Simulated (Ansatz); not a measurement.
**VN (rocksalt type): how the settings move a single-point run**

Aim: see which settings change the result for VN (rocksalt type), by how much, and at what cost.

Program: Ansatz 0.2.0. Level of theory: reference: DFT, r2SCAN, PAW with Ansatz's default frozen-core files, scalar-relativistic. These are calculated values, not measurements.

## (1) The system as given

The structure is cubic, space group Fm-3m (No. 225). Conventional cell: a = 3.930 Å, b = 3.930 Å, c = 3.930 Å, α = 90.00°, β = 90.00°, γ = 90.00°. Around V (site symmetry m-3m) lie 6 N at 1.97 Å. Around N (site symmetry m-3m) lie 6 V at 1.97 Å.

Coordinates:

```
V N
1.0
     0.00000    1.96507    1.96507
     1.96507    0.00000    1.96507
     1.96507    1.96507    0.00000
V N
1 1
Direct
  0.00000 0.00000 0.00000
  0.50000 0.50000 0.50000
```

## (2) Baseline

The input, input.yaml:

```yaml
crystal:
  lattice:
    - [0.0, 1.9650676192, 1.9650676192]
    - [1.9650676192, 0.0, 1.9650676192]
    - [1.9650676192, 1.9650676192, 0.0]
  atoms:
    - { symbol: V, position: [0.0, 0.0, 0.0] }
    - { symbol: "N", position: [0.5, 0.5, 0.5] }
kpoints:
  mp_grid: { grid: [17, 17, 17] }
  band_path:
    path:
      - [0.0, 0.0, 0.0]
      - [0.5, 0.0, 0.5]
      - [0.625, 0.25, 0.625]
      - [0.375, 0.375, 0.75]
      - [0.0, 0.0, 0.0]
      - [0.5, 0.5, 0.5]
      - [0.5, 0.25, 0.75]
      - [0.5, 0.0, 0.5]
    npoints: 8
scf:
  occupations: { method: fermi_dirac, width: 0.1 }
hamiltonian:
  xc: r2scan
  pseudopotentials: { kind: paw }
output:
  forces: true
  stress: true
  eigenvalues: true
  populations: true
  dos: { projected: true, de: 0.2, e_range: [-14, 8] }
  write_density: true
  write_potential: true
  elf: true
  volumetric_format: npy
```

Launch:

```sh
ansatz run input.yaml --threads 1 --pin off --max-ram 2048MiB --backend cpu --events-out ev --progress --plain --runs-dir out
```

## (3) Changed: occupations.method methfessel_paxton, occupations.width 0.3

input.yaml: that of step 2 with these lines changed.

```diff
@@ -22,3 +22,3 @@
 scf:
-  occupations: { method: fermi_dirac, width: 0.1 }
+  occupations: { method: methfessel_paxton, width: 0.3 }
 hamiltonian:
@@ -31,3 +31,2 @@
   populations: true
-  dos: { projected: true, de: 0.2, e_range: [-14, 8] }
   write_density: true
```

What does the calculation give? Wanted: for each run, ending; energy change; pressure; gap; force.

**Answer**, as computed:

| run | ending | energy change | pressure (GPa) | gap (eV) | force (eV/Å) | cycles | time |
| --- | --- | --- | --- | --- | --- | --- | --- |
| reference | converged | 0 | 56.1 | 0.00 | 0.00 | 7 | 12 s |
| 1: occupations.method methfessel_paxton, occupations.width 0.3 | converged | -0.1 meV/atom (σ→0) | 55.8 | 0.00 | 0.00 | 7 | 11 s |

Times don't compare one to one where runs were asked for different outputs or read a saved state (see the inputs); cycles may leave out searches for a lower state.

Residual by cycle in the longest SCF loop of each run; runs are numbered as in the table. The quantity is the density residual dr2, in eV.

```
cycle  reference    run 1
    1     0.0522   0.0534
    2    0.00269  0.00262
    3     7.8e-4   7.7e-4
    4     2.4e-4   2.4e-4
    5     6.2e-7   5.2e-7
    6     1.9e-8   2.8e-8
    7     4.2e-9   5.2e-9
```

Changing the smearing moves the energy by -0.1 meV/atom (σ→0 values), and the pressure goes from 56.1 to 55.8 GPa. The structure is not at rest: the sound run finds 56 GPa, so these are no properties of the relaxed crystal. The reference has no spin polarisation; with V present, a magnetic state may lie lower.
